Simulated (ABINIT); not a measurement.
Crystal: ZrB2.

```
CELL_PARAMETERS angstrom
3.17000 0.00000 0.00000
-1.58500 2.74530 0.00000
0.00000 0.00000 3.53300
ATOMIC_POSITIONS crystal
Zr 0.00000 0.00000 0.00000
B 0.66667 0.33333 0.50000
B 0.33333 0.66667 0.50000
```

Base run:

- Program: ABINIT 10.8.3 (patched build)
- Functional: LDA
- Potentials or basis: PseudoDojo NC SR LDA v0.4 stringent
- Cutoff: 925 eV
- k mesh: 8 × 8 × 6
- Occupations: fermi-dirac, width 0.05 eV
- Spin: no spin polarisation

Its results: band gap on the k mesh none (metal or under the smearing width); pressure -8.9 GPa.

Question: The run is repeated on the same cell with these changes: functional from LDA to PBEsol; potentials or basis from PseudoDojo NC SR LDA v0.4 stringent to PseudoDojo NC SR PBEsol v0.4.1 standard. What comes out?

Answer: Band gap on the k mesh none (metal or under the smearing width); pressure -3.9 GPa.

Not every run made on this cell is shown here.
